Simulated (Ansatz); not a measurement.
Molecular dynamics of Na7Nb8O24, charge -1

The input (input.yaml):

```yaml
accuracy: low
crystal:
  lattice:
    - [0.0, 8.046385, 5.738762]
    - [5.792881, 0.0, 5.738762]
    - [5.792881, 8.046385, 0.0]
  atoms:
    - { symbol: Na, position: [0.6189245, 0.3760155, 0.6310755] }
    - { symbol: Na, position: [0.3760155, 0.1189245, 0.3739845] }
    - { symbol: Na, position: [0.8810755, 0.1239845, 0.8689245] }
    - { symbol: Nb, position: [0.25, 0.25, 0.75] }
    - { symbol: Nb, position: [0.0, 0.0, 0.5] }
    - { symbol: Nb, position: [0.5, 0.0, 0.0] }
    - { symbol: Nb, position: [0.75, 0.25, 0.25] }
    - { symbol: O, position: [0.843549, 0.592129, 0.406451] }
    - { symbol: O, position: [0.907871, 0.156451, 0.342129] }
    - { symbol: O, position: [0.656451, 0.907871, 0.093549] }
    - { symbol: O, position: [0.592129, 0.343549, 0.157871] }
    - { symbol: O, position: [0.016516, 0.734728, 0.016742] }
    - { symbol: O, position: [0.482014, 0.266742, 0.984728] }
    - { symbol: O, position: [0.266742, 0.982014, 0.266516] }
    - { symbol: O, position: [0.234728, 0.016516, 0.732014] }
    - { symbol: O, position: [0.483484, 0.765272, 0.483258] }
    - { symbol: O, position: [0.017986, 0.233258, 0.515272] }
    - { symbol: O, position: [0.233258, 0.517986, 0.233484] }
    - { symbol: O, position: [0.265272, 0.483484, 0.767986] }
    - { symbol: Na, position: [0.6239845, 0.8810755, 0.6260155] }
    - { symbol: Na, position: [0.1189245, 0.8760155, 0.1310755] }
    - { symbol: Na, position: [0.8760155, 0.6189245, 0.8739845] }
    - { symbol: Na, position: [0.3810755, 0.6239845, 0.3689245] }
    - { symbol: Nb, position: [0.75, 0.75, 0.25] }
    - { symbol: Nb, position: [0.5, 0.5, 0.0] }
    - { symbol: Nb, position: [0.0, 0.5, 0.5] }
    - { symbol: Nb, position: [0.25, 0.75, 0.75] }
    - { symbol: O, position: [0.343549, 0.092129, 0.906451] }
    - { symbol: O, position: [0.407871, 0.656451, 0.842129] }
    - { symbol: O, position: [0.156451, 0.407871, 0.593549] }
    - { symbol: O, position: [0.092129, 0.843549, 0.657871] }
    - { symbol: O, position: [0.516516, 0.234728, 0.516742] }
    - { symbol: O, position: [0.982014, 0.766742, 0.484728] }
    - { symbol: O, position: [0.766742, 0.482014, 0.766516] }
    - { symbol: O, position: [0.734728, 0.516516, 0.232014] }
    - { symbol: O, position: [0.983484, 0.265272, 0.983258] }
    - { symbol: O, position: [0.517986, 0.733258, 0.015272] }
    - { symbol: O, position: [0.733258, 0.017986, 0.733484] }
    - { symbol: O, position: [0.765272, 0.983484, 0.267986] }
total_charge: -1
basis:
  ecutwfc: 420.0
kpoints:
  mp_grid: { grid: [1, 1, 1] }
hamiltonian:
  xc: pbe
scf:
  occupations: { method: fermi_dirac, width: 0.05 }
  lower_state_search: "off"
md:
  timestep: 1
  n_steps: 190
  ensemble: nvt_langevin
  temperature: 1200.0
  initial_velocities: maxwell_boltzmann
  seed: 445236
  friction: 0.05
```

Run as:

```bash
$ ansatz run input.yaml --threads 2 --pin off --max-ram 5120MiB --backend cpu --events-out ev --progress --plain --runs-dir out
```

It starts from an unrelaxed structure (largest force component 1.05 eV/Å).

Output, in part (step lines):

```
md step     0: t =     0.00 fs  T =  1169.2 K  F+E_penalty+E_count = -60465.37717842 eV  E_kin = 5.894256 eV  (12 SCF iters)
md step     1: t =     1.00 fs  T =  1243.6 K  F+E_penalty+E_count = -60465.37348835 eV  E_kin = 6.269016 eV  (9 SCF iters)
md step     2: t =     2.00 fs  T =  1341.8 K  F+E_penalty+E_count = -60465.35409543 eV  E_kin = 6.763997 eV  (9 SCF iters)
md step     3: t =     3.00 fs  T =  1340.8 K  F+E_penalty+E_count = -60465.31662851 eV  E_kin = 6.758945 eV  (9 SCF iters)
md step     4: t =     4.00 fs  T =  1265.1 K  F+E_penalty+E_count = -60465.26213884 eV  E_kin = 6.377357 eV  (9 SCF iters)
md step     5: t =     5.00 fs  T =  1234.0 K  F+E_penalty+E_count = -60465.18021516 eV  E_kin = 6.220753 eV  (8 SCF iters)
md step     6: t =     6.00 fs  T =  1289.0 K  F+E_penalty+E_count = -60465.06772200 eV  E_kin = 6.498052 eV  (8 SCF iters)
md step     7: t =     7.00 fs  T =  1262.2 K  F+E_penalty+E_count = -60464.94669773 eV  E_kin = 6.363048 eV  (8 SCF iters)
[... lines left out ...]
```

The steps, from the saved trajectory:

```csv
time (fs),T (K),potential energy less start (eV)
0.0,1169,0.000
6.0,1289,0.309
12.0,1229,1.091
18.0,1197,1.794
24.0,1251,2.127
30.0,1149,2.534
36.0,1550,2.076
42.0,1460,1.404
48.0,1477,1.560
54.0,1078,2.311
60.0,1067,2.494
66.0,1241,2.368
72.0,1385,2.186
78.0,1161,2.317
84.0,1154,2.035
90.0,1297,1.670
96.0,1094,1.958
102.0,1112,1.366
108.0,1355,1.356
114.0,1081,1.472
120.0,1464,1.917
126.0,1272,2.028
132.0,1331,0.983
138.0,1510,0.832
144.0,1152,1.887
150.0,1487,1.248
156.0,1114,1.663
162.0,1092,2.091
168.0,1491,1.098
174.0,1179,1.103
180.0,1511,1.426
186.0,1357,0.703
```

All steps were run. A run of 0.19 ps of so small a system gives no equilibrium averages. Limits of this set-up: coarse k mesh, low accuracy level, charged cell in a uniform background, uncorrected.

Mean squared displacements from the first frame to the last, about the centre of mass: Na 0.25 Å², Nb 0.06 Å², O 0.15 Å².

Last frame:

```xyz
39
Lattice="0.0000 8.0464 5.7388 5.7929 0.0000 5.7388 5.7929 8.0464 0.0000" Properties=species:S:1:pos:R:3
Na 6.168 9.662 6.045
Na 2.703 5.740 2.715
Na 6.045 14.646 5.805
Nb 5.809 8.025 2.803
Nb 2.813 4.019 0.212
Nb -0.093 3.969 3.096
Nb 3.062 8.056 5.526
O 6.030 10.314 8.373
O 2.874 10.252 5.809
O 5.876 5.914 8.368
O 3.217 6.254 5.282
O 4.741 0.127 4.414
O 7.279 12.271 4.135
O 7.054 3.991 6.929
O 4.549 8.212 1.376
O 7.465 7.793 7.287
O 4.194 4.367 1.249
O 4.294 4.056 4.062
O 7.427 8.599 4.569
Na 9.128 10.249 9.051
Na 5.929 2.083 5.702
Na 8.589 14.045 8.353
Na 6.458 5.794 5.616
Nb 5.856 7.869 8.401
Nb 2.911 4.037 5.958
Nb 5.781 3.984 2.864
Nb 8.998 7.865 5.539
O 5.486 10.324 2.508
O 8.868 10.147 5.863
O 5.832 6.315 2.765
O 8.692 6.038 5.327
O 4.685 8.369 4.518
O 7.262 12.296 9.759
O 7.117 12.472 6.873
O 4.534 8.339 7.233
O 7.448 15.880 7.466
O 4.190 4.519 7.231
O 4.210 12.001 4.317
O 7.429 8.437 9.872
```

Time of the run: 15 min on 2 threads of Arm Neoverse V1, with other jobs on the host, peak memory 0.74 GiB.
